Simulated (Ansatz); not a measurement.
## Al2O3 (R-3c):H_i (bond centre, by O), thermodynamic levels from a 80-atom cell

Aim: at which Fermi levels does H_i (bond centre, by O) in Al2O3 (R-3c) change its charge? The model is a cell of 80 host atoms with 1 H put in.

Main program and level: Ansatz 0.2.0; place-levels on PBEsol runs: charge-transition levels and formation energies with image-charge correction and potential alignment at the atomic sites.

Experimental background.

For Al2O3, alpha (corundum) (high-purity reference sample), “Multi-petahertz electron interference in Cr:Al2O3 solid-state material” (2018, pmc:5906618) quotes earlier work: band gap (optical band gap of host from absorption) 8.7 eV [literature value quoted for a high-purity sample; optical absorption edge, temperature …].

**1. The starting structure**

The cell holds 81 atoms: 32 Al, 48 O and 1 H. Its edges and angles: a = 10.280 Å, b = 10.280 Å, c = 10.280 Å, α = 55.3°, β = 55.3°, γ = 55.3°. It derives from Al2O3 (space group R-3c). Nearest the centre at fractional (0.526, 0.352, 0.449): H81 at 0.00 Å, Al2 at 0.93 Å, O49 at 0.93 Å, O18 at 2.13 Å, O47 at 2.19 Å, O26 at 2.24 Å, Al53 at 2.24 Å, O20 at 2.24 Å.

Known beforehand: the electronic dielectric constant, (3.30, 3.30, 3.26), and the static one, (9.72, 9.72, 11.81), computed on the host (DFPT, PBEsol).

The cell's shortest repeat is 9.5 Å.

**2. What was run first**

Levels follow from differences of total energies between charge states, each relaxed by itself.

Each atom starts 0.05 Å or so off its site in a random direction. Forces are taken at one point at (¼, ¼, ¼). The cell holds 1 electron more than the neutral one, with a uniform background that keeps it neutral on the whole.

The sampling was tested on the host first: at the k-points planned (1x1x1 shifted 0.25 0.25 0.25) its energy lies 0.004 eV an atom from the dense-mesh value, under the bound of 0.02 eV set for this test; that bounds the host's error, not the defect's.

One of the inputs; charge, spin and start change from state to state.

Contents of qm1.relax/input.yaml:

```yaml
crystal:
  lattice:
    - [4.77386743, 2.75619364, 8.67653806]
    - [-4.77386743, 2.75619364, 8.67653806]
    - [0.0, -5.51238729, 8.67653806]
  atoms:
    - { symbol: Al, position: [0.32396044, 0.32396044, 0.32396044] }
    - { symbol: Al, position: [0.42603956, 0.42603956, 0.42603956] }
[... 8 atom lines left out ...]
    - { symbol: Al, position: [0.32396044, 0.32396044, 0.82396044] }
[... 4 atom lines left out ...]
    - { symbol: O, position: [0.47207012, 0.125, 0.77792988] }
[... 1 atom line left out ...]
    - { symbol: O, position: [0.375, 0.22207012, 0.52792988] }
[... 1 atom line left out ...]
    - { symbol: O, position: [0.27792988, 0.47207012, 0.625] }
[... 4 atom lines left out ...]
    - { symbol: O, position: [0.22207012, 0.52792988, 0.375] }
    - { symbol: O, position: [0.47207012, 0.625, 0.27792988] }
[... 14 atom lines left out ...]
    - { symbol: Al, position: [0.82396044, 0.32396044, 0.32396044] }
[... 3 atom lines left out ...]
    - { symbol: O, position: [0.72207012, 0.02792988, 0.375] }
[... 1 atom line left out ...]
    - { symbol: O, position: [0.52792988, 0.375, 0.22207012] }
[... 1 atom line left out ...]
    - { symbol: O, position: [0.625, 0.27792988, 0.47207012] }
    - { symbol: O, position: [0.77792988, 0.47207012, 0.125] }
[... 2 atom lines left out ...]
    - { symbol: Al, position: [0.57396044, 0.07396044, 0.57396044] }
    - { symbol: Al, position: [0.67603956, 0.17603956, 0.67603956] }
[... 2 atom lines left out ...]
    - { symbol: O, position: [0.52792988, 0.375, 0.72207012] }
[... 5 atom lines left out ...]
    - { symbol: Al, position: [0.57396044, 0.57396044, 0.07396044] }
[... 1 atom line left out ...]
    - { symbol: O, position: [0.72207012, 0.52792988, 0.375] }
[... 14 atom lines left out ...]
    - { symbol: O, position: [0.77792988, 0.97207012, 0.625] }
    - { symbol: H, position: [0.525524, 0.35206, 0.448988] }
  host:
    repeats: [2, 2, 2]
    atoms:
      - { symbol: Al, position: [0.64792089, 0.64792089, 0.64792089] }
      - { symbol: Al, position: [0.85207911, 0.85207911, 0.85207911] }
      # ... 8 more atoms of the perfect host
total_charge: -1
basis:
  ecutwfc: 420
  xc_grid: 2
hamiltonian:
  xc: pbesol
kpoints:
  mp_grid: { grid: [1, 1, 1], shift: [0.25, 0.25, 0.25] }
scf:
  occupations: { method: fixed }
  max_iter: 80
output:
  forces: true
  charged_corrections:
    epsilon: [3.3, 3.3, 3.26]
    static_epsilon: [9.72, 9.72, 11.81]
    defect_position: [0.525524, 0.35206, 0.448988]
relax:
  f_tol: 0.02
  max_steps: 80
  random_displacement: { amplitude: 0.05, seed: 3669 }
checkpoint:
  write: "../qm1.relax.run"
  compress: false
  write_wavefunctions: true
  write_every: 100000
```

Started as:

```sh
ansatz run input.yaml --threads 8 --pin off --max-ram 22609MiB --backend cpu --events-out ev --progress --plain --runs-dir out
```

The relaxed structure is kept and the sampling changed to a 2×2×2 shifted mesh.

The run of this state that the levels use, under PBEsol:

Contents of qm1.point/input.yaml:

```yaml
crystal:
  checkpoint: "../qm1.relax.run"
  host: checkpoint
total_charge: -1
basis:
  ecutwfc: 420
  xc_grid: 2
hamiltonian:
  xc: pbesol
kpoints:
  mp_grid: { grid: [2, 2, 2], shift: [0.5, 0.5, 0.5] }
scf:
  occupations: { method: fermi_dirac, width: 0.01 }
  max_iter: 80
output:
  forces: true
  eigenvalues: true
  charged_corrections:
    epsilon: [3.3, 3.3, 3.26]
    static_epsilon: [9.72, 9.72, 11.81]
    defect_position: [0.525524, 0.35206, 0.448988]
  eigenstates: { localisation: true }
  populations: true
  band_densities: [{ bands: [v1, v1] }, { bands: [c1, c1] }]
  write_density: true
  write_potential: true
  volumetric_format: npy
checkpoint:
  read: "../qm1.relax.run"
  write: "../qm1.point.run"
  compress: false
  write_wavefunctions: false
  write_every: 100000
```

Relaxations under PBEsol at one point at (¼, ¼, ¼); times on 8 threads of Arm Neoverse V2, shared host:

| charge | moment (μB) | occupations | outcome | steps | largest displacement against the far atoms (Å) | time |
| --- | --- | --- | --- | --- | --- | --- |
| −1 | 0 | fixed | converged | 14 | 1.72 | 81 s |
| 0 | 1 | fixed | converged | 13 | 1.72 | 2.2 min |
| +1 | 0 | fixed | converged | 16 | 1.30 | 72 s |

Single points under PBEsol at a 2×2×2 shifted mesh; times on 8 threads of Arm Neoverse V2, shared host:

```
charge  moment (μB)  occupations    outcome  time
    −1            0  fermi-dirac  converged  36 s
     0            1  fermi-dirac  converged  79 s
    +1            0  fermi-dirac  converged  40 s
```

Distances (Å) from H81 to the nearest atoms after relaxation with PBEsol:

| charge | moment (μB) | 1. | 2. | 3. | 4. | 5. | 6. |
| --- | --- | --- | --- | --- | --- | --- | --- |
| −1 | 0 | Al 1.67 | Al 1.67 | O 2.13 | O 2.13 | O 2.13 | O 2.13 |
| 0 | 1 | Al 1.92 | Al 1.92 | O 2.04 | O 2.04 | O 2.04 | O 2.04 |
| +1 | 0 | O 1.02 | O 1.67 | Al 2.02 | Al 2.12 | O 2.17 | O 2.29 |

**3. Levels against the band edges, PBEsol**

A charged cell interacts with its images and the background, and its potential has another zero than the host's. place-levels removes the first by a point-charge model, screened by the static dielectric constant since the ions have relaxed around the charge, and the second by comparing potentials at atoms far from the defect.

The host is a run of the defect-free crystal in the same cutoffs, grids and k-points, so that basis and sampling errors cancel in part in the differences. The host is run in a cell of 10 atoms on a matching mesh. Its band edges are searched through the zone by a band path, so the gap is smaller than, or equal to, that on the mesh. Chemical potentials are energies per atom of H (H2 molecule), run with the same functional and cutoff.

Contents of levels.point.yaml:

```yaml
host:
  run: host.point.run
states: [qm1.point.run, q0_M1.point.run, qp1.point.run]
geometry_from:
  qm1.point.run: qm1.relax.run
  q0_M1.point.run: q0_M1.relax.run
  qp1.point.run: qp1.relax.run
  host.point.run: host.relax.run
chemical_potentials:
  H:
    energy: -15.609288
    dataset: "<sha256 of the dataset>"
epsilon: [3.3, 3.3, 3.26]
static_epsilon: [9.72, 9.72, 11.81]
vertical:
  - { from: qm1.point.run, to: qm1.point_neutral.run }
  - { from: qp1.point.run, to: qp1.point_neutral.run }
```

Started as:

```sh
ansatz place-levels levels.point.yaml -- --threads 8 --pin off --max-ram 22609MiB
```

Numbers of over 12 decimals in the logs are rounded to 6 here.

The program printed:

```text
[... repeated set-up lines and file paths are left out, and long positions are rounded to six places ...]
(+1/0) 4.808 eV above the valence edge, 1.222 eV under the conduction edge; not on the lower envelope
(0/-1) 3.761 eV above the valence edge, 2.269 eV under the conduction edge; not on the lower envelope
(+1/-1) 4.285 eV above the valence edge, 1.745 eV under the conduction edge: charges between them are lowest nowhere
formation energy of charge +1: -1.414 eV with the Fermi level at the valence edge
formation energy of charge 0: +3.394 eV with the Fermi level at the valence edge
formation energy of charge -1: +7.155 eV with the Fermi level at the valence edge
vertical -1 to 0: no energy, since no alignment is typed
  the change from vertical[0].from (qm1.point.run) to vertical[0].to (qm1.point_neutral.run): by its potential at epsilon [3.3, 3.3, 3.26] it stands at 0.500 0.498 0.500, with an rms radius of about 1.6 Å (0.9 0.9 0.9 Å across the planes of the cell's [...]
vertical +1 to 0: no energy, since no alignment is typed
  the change from vertical[1].from (qp1.point.run) to vertical[1].to (qp1.point_neutral.run): by its potential at epsilon [3.3, 3.3, 3.26] it stands at 0.589 0.287 0.559, with an rms radius of about 4.6 Å (2.6 2.7 2.7 Å across the planes of the cell's [...]
  edges by pbesol, gap 6.030 eV; the host is sampled to repeats of 19.10 Å
  the defect's cells are sampled to repeats of 19.10 Å, like sampling
  charge +1: -43855.3484 eV with its correction of +0.239 eV, at epsilon [9.72, 9.72, 11.81], aligned at sites: +0.0112 eV, mean over 28 atomic sites at or beyond 4.77 Å from the defect at [0.5255, 0.3521, 0.4490], with +0.000000 for the charge's moments and [...]
  charge 0: +0.000 eV for its dipole among its images, +0.000 omitted
  charge -1: -43831.6986 eV with its correction of +0.133 eV, at epsilon [9.72, 9.72, 11.81], aligned at sites: +0.0940 eV, mean over 28 atomic sites at or beyond 4.77 Å from the defect at [0.5255, 0.3521, 0.4490], with -0.004168 for the charge's moments and [...]
  of states[2] (qp1.point.run): it parts from the run at its places by a charge that spreads by about 2.7 Å along one vector (1.4 Å or more is wide), by its potential at epsilon [3.3, 3.3, 3.26], taken for that of held ions (one typed too small widens it), [...]
  of states[0] (qm1.point.run): the far atoms show a dipole or second moment of the defect's charge, for which the correction takes or leaves out 0.126 eV: further moments aren't read, and the relaxed atoms' own pattern can pass for one, so compare a larger [...]
  of vertical[0].from (qm1.point.run): its displacements don't fall off away from the defect: farther atoms stand 0.024 Å off the host's places. [...]
  of vertical[0].to (qm1.point_neutral.run): its displacements don't fall off away from the defect: farther atoms stand 0.024 Å off the host's places. [...]
  of vertical[1].from (qp1.point.run): its displacements don't fall off away from the defect: farther atoms stand 0.012 Å off the host's places. [...]
  of vertical[1].to (qp1.point_neutral.run): its displacements don't fall off away from the defect: farther atoms stand 0.012 Å off the host's places. [...]
```

Elapsed: 0.31 s, on 8 threads of Arm Neoverse V2, shared host.

Under PBEsol the gap is 6.03 eV, (+1/0) 4.81, (0/−1) 3.76 eV; the steps are inverted, so the lowest state changes at (+1/−1) 4.28 eV.

Levels between the charges placed, in eV above the valence top:

```
        gap (eV)  (+1/0)  (0/−1)
PBEsol      6.03    4.81    3.76
```

Corrections by state:

```csv
charge,moment (μB),image terms and alignment (eV),band filling (eV),ε used,"over the lowest of its charge, as the program ranks them, band filling apart (eV)"
+1,0.0,0.239,-,"principal values (9.72, 9.72, 11.81)",0.000
0,1.0,0.000,-,-,0.000
−1,0.0,0.133,-,"principal values (9.72, 9.72, 11.81)",0.000
```

The charged structures listed were also run neutral, and place-levels reads from each pair, by the potential or the spins, how wide the charge is by which they differ; that can be the carrier of either run.

| charge | rms radius (Å) | spread where it is widest against the cell (Å) | wide from (Å) | reading |
| --- | --- | --- | --- | --- |
| +1 | 4.6 | 2.69 | 1.36 | wide |
| −1 | 1.6 | 0.95 | 1.36 | narrow |

The neutral runs of these pairs need not share the spin of the lowest neutral state, and very wide values only mean spread over the cell.

From the program's caveats on the states, each cut to its opening words:

- charge +1: it parts from the run at its places by a charge that spreads by about 2.7 Å along one vector (1.4 Å or more is wide), by its potential at epsilon [3.3, 3.3, [...]
- charge +1: its displacements don't fall off away from the defect: farther atoms stand 0.012 Å off the host's places
- charge −1: the far atoms show a dipole or second moment of the defect's charge, for which the correction takes or leaves out 0.126 eV: further moments aren't read, and [...]
- charge −1: its displacements don't fall off away from the defect: farther atoms stand 0.024 Å off the host's places

The host's formation energy from the elements is -3.094 eV per atom; it sets how far the chemical potentials can move.

Limit set by the element alone; other compounds of these elements are not counted. Chemical potentials from the elements' reference states: Al 0.00 eV, O -5.16 eV, H 0.00 eV. Formation energies (Al-rich), with the Fermi level at the valence top and at the conduction bottom (gap 6.03 eV):

```
charge  at valence top (eV)  at conduction bottom (eV)  correction included (eV)
    +1                -1.41                       4.62                      0.24
     0                 3.39                       3.39                      0.00
    −1                 7.15                       1.13                      0.13
```

```
Fermi level (eV)  lowest formation energy (eV)
            0.00                         -1.41
            0.55                         -0.87
            1.10                         -0.32
            1.64                          0.23
            2.19                          0.78
            2.74                          1.32
            3.29                          1.88
            3.84                          2.42
            4.39                          2.77
            4.93                          2.22
            5.48                          1.67
            6.03                          1.13
```

Limit set by the element alone; other compounds of these elements are not counted. Chemical potentials from the elements' reference states: O 0.00 eV, Al -7.73 eV, H 0.00 eV. Formation energy by charge state (O-rich; gap 6.03 eV):

```
charge  at valence top (eV)  at conduction bottom (eV)  correction included (eV)
    +1                -1.41                       4.62                      0.24
     0                 3.39                       3.39                      0.00
    −1                 7.15                       1.13                      0.13
```

Fermi level (eV), lowest formation energy (eV) and a bar from the least value:
```
     0.00      -1.41 
     0.55      -0.87 ####
     1.10      -0.32 ########
     1.64       0.23 ############
     2.19       0.78 ################
     2.74       1.32 ####################
     3.29       1.88 ########################
     3.84       2.42 ############################
     4.39       2.77 ##############################
     4.93       2.22 ##########################
     5.48       1.67 ######################
     6.03       1.13 ##################
```

[end of part 1 of 2]

[Logs are printed without paths, hosts, clocks, repeated set-up lines and the standing remarks that a program may print on its own settings, such as how far it seeks lower states.]

[Hosts, paths, dates, database ids (printed as entryN), source tags and the programs' standing remarks are cut or masked in the printed files.]

[Where a table of states has a column of steps, it counts the stored structures, which are thinned; the runs took as many ionic steps or more.]

[A defect's name tells the site on which it was built; relaxed atoms can leave that site.]

[For some hosts the program warned that the k-mesh of the response run may be too coarse for force constants and the static dielectric constant; such warnings are not shown here.]
